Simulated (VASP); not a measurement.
# A VASP 6.6.1 single-point calculation on CaSe

INCAR

```
ISIF = 2
LCHARG = .FALSE.
IVDW = 20
ISMEAR = -1
PREC = Accurate
LWAVE = .FALSE.
NELM = 120
NSW = 0
GGA = PE
IBRION = -1
AMIX = 0.4
ENCUT = 520
EDIFF = 1E-7
LREAL = .FALSE.
NBANDS = 15
LASPH = .TRUE.
SIGMA = 0.02
IMIX = 1
```

KPOINTS

```
KPOINTS created by Atomic Simulation Environment
0
Monkhorst-Pack
6 6 6
0 0 0
```

POSCAR

```
Ca Se
 1.0000000000000000
     0.0000000000000000    3.4107438220000001    3.4107438220000001
     3.4107438220000001    0.0000000000000000    3.4107438220000001
     3.4107438220000001    3.4107438220000001    0.0000000000000000
 Ca  Se
   1   1
Cartesian
  0.0000000000000000  0.0000000000000000  0.0000000000000000
  1.7053719110000001  1.7053719110000001  1.7053719110000001
```

The recommended PBE PAW datasets give the neutral cell 16 valence electrons.

Command

```
mpirun -np 1 vasp_std
```

OSZICAR

```
N       E                     dE             d eps       ncg     rms          rms(c)
DAV:   1     0.107479493219E+03    0.10748E+03   -0.71262E+03   840   0.930E+02
DAV:   2    -0.366401805173E+01   -0.11114E+03   -0.10569E+03  1050   0.222E+02
DAV:   3    -0.897737160205E+01   -0.53134E+01   -0.52652E+01  1197   0.474E+01
DAV:   4    -0.934495410069E+01   -0.36758E+00   -0.36740E+00  1179   0.987E+00
DAV:   5    -0.934770493362E+01   -0.27508E-02   -0.27506E-02  1176   0.110E+00    0.447E+00
DAV:   6    -0.891758765999E+01    0.43012E+00   -0.61864E-01  1022   0.328E+00    0.251E+00
DAV:   7    -0.888492284275E+01    0.32665E-01   -0.11381E-01  1141   0.165E+00    0.160E+00
DAV:   8    -0.888765038882E+01   -0.27275E-02   -0.14001E-02  1289   0.711E-01    0.955E-01
DAV:   9    -0.889203888777E+01   -0.43885E-02   -0.29768E-03  1001   0.393E-01    0.577E-01
DAV:  10    -0.889550240985E+01   -0.34635E-02   -0.13611E-03  1015   0.255E-01    0.349E-01
...
DAV:  21    -0.890118291387E+01   -0.10045E-04   -0.26202E-06  1043   0.661E-03    0.516E-03
DAV:  22    -0.890118861155E+01   -0.56977E-05   -0.15105E-06  1001   0.493E-03    0.375E-03
DAV:  23    -0.890119183562E+01   -0.32241E-05   -0.86874E-07  1043   0.368E-03    0.274E-03
DAV:  24    -0.890119365512E+01   -0.18195E-05   -0.49856E-07  1001   0.275E-03    0.201E-03
DAV:  25    -0.890119467872E+01   -0.10236E-05   -0.28554E-07  1050   0.205E-03    0.147E-03
DAV:  26    -0.890119525248E+01   -0.57376E-06   -0.16319E-07   994   0.153E-03    0.108E-03
DAV:  27    -0.890119557251E+01   -0.32004E-06   -0.92689E-08  1018   0.115E-03    0.796E-04
DAV:  28    -0.890119575002E+01   -0.17751E-06   -0.53004E-08   928   0.871E-04    0.586E-04
DAV:  29    -0.890119584760E+01   -0.97576E-07   -0.30075E-08   833   0.668E-04
   1 F= -.95984466E+01 E0= -.95984466E+01  d E =-.819878E-13
```

From OUTCAR

```
k-points           NKPTS =     28   k-points in BZ     NKDIM =     28   number of bands    NBANDS=     15

   NELECT =      16.0000    total number of electrons

   dimension x,y,z NGX =    36 NGY =   36 NGZ =   36
   dimension x,y,z NGXF=    72 NGYF=   72 NGZF=   72

  energy-cutoff  :      520.00
  volume of cell :       79.36
      direct lattice vectors                 reciprocal lattice vectors
     0.000000000  3.410743822  3.410743822    -0.146595589  0.146595589  0.146595589
     3.410743822  0.000000000  3.410743822     0.146595589 -0.146595589  0.146595589
     3.410743822  3.410743822  0.000000000     0.146595589  0.146595589 -0.146595589

 k-points in reciprocal lattice and weights: KPOINTS created by Atomic Simulation Env
   0.08333333  0.08333333  0.08333333       0.009
   0.25000000  0.08333333  0.08333333       0.028
   0.41666667  0.08333333  0.08333333       0.028
  -0.41666667  0.08333333  0.08333333       0.028
  -0.25000000  0.08333333  0.08333333       0.028
  -0.08333333  0.08333333  0.08333333       0.028
   0.25000000  0.25000000  0.08333333       0.028
   0.41666667  0.25000000  0.08333333       0.056
   ...

 E-fermi :  -0.1479

 k-point     1 :       0.0833    0.0833    0.0833
  band No.  band energies     occupation
      1     -40.2956      2.00000
      2     -21.2873      2.00000
      3     -21.2859      2.00000
      4     -21.2859      2.00000
      5     -10.9249      2.00000
      6      -0.9007      2.00000
      7      -0.7827      2.00000
      8      -0.7827      2.00000
      9       2.3269      0.00000
     10       4.3191      0.00000
     11       4.3191      0.00000
     12       5.9144      0.00000
     13       6.0307      0.00000
     14       6.0307      0.00000
     15       7.5682      0.00000

 k-point     2 :       0.2500    0.0833    0.0833
  band No.  band energies     occupation
      1     -40.2953      2.00000
      2     -21.2943      2.00000
      3     -21.2878      2.00000
      4     -21.2866      2.00000
      5     -10.8686      2.00000
      6      -1.2775      2.00000
      7      -0.8056      2.00000
      8      -0.7539      2.00000
      9       3.1545      0.00000
     10       4.1214      0.00000
     11       4.3333      0.00000
     12       5.4111      0.00000
     13       5.7825      0.00000
     14       6.0390      0.00000
     15       7.1655      0.00000

 k-point     3 :       0.4167    0.0833    0.0833
  band No.  band energies     occupation
      1     -40.2949      2.00000
      2     -21.3053      2.00000
      3     -21.2895      2.00000
      4     -21.2882      2.00000
      5     -10.7811      2.00000
      6      -1.6735      2.00000
      7      -0.8113      2.00000
      8      -0.7339      2.00000
      9       3.9880      0.00000
     10       4.1755      0.00000
     11       4.3772      0.00000
     12       4.8096      0.00000
     13       5.3839      0.00000
     14       5.6109      0.00000
     15       7.0565      0.00000

 ...

  Total      -2.39327    -2.39327    -2.39327     0.00000     0.00000     0.00000
  in kB     -48.31975   -48.31975   -48.31975     0.00000     0.00000     0.00000
  external pressure =      -48.32 kB  Pullay stress =        0.00 kB

 POSITION                                       TOTAL-FORCE (eV/Angst)
 -----------------------------------------------------------------------------------
      0.00000      0.00000      0.00000         0.000000      0.000000      0.000000
      1.70537      1.70537      1.70537        -0.000000     -0.000000     -0.000000
 -----------------------------------------------------------------------------------
    total drift:                                0.000000      0.000000      0.000000

  FREE ENERGIE OF THE ION-ELECTRON SYSTEM (eV)
  ---------------------------------------------------
  free  energy   TOTEN  =        -9.5984465984 eV

  energy  without entropy=       -9.5984465984  energy(sigma->0) =       -9.59844660
```

It converged. Results: gap between bands v and c on the k mesh 3.06 eV; least direct gap on the k mesh 3.11 eV; pressure -4.8 GPa. Band v is the last that the valence electrons fill when counted band by band, and c is the next.

The shifted mesh misses Γ, so a band edge there is missed.

For comparison, a separate PBE run of the intended cell, on usual settings and not on those above, gives a gap of 2.85 eV on its mesh and a pressure of -2.7 GPa.

The run above took about 84 s on one core of a shared host (Intel Xeon Platinum 8488C) and held 0.2 GiB at most.
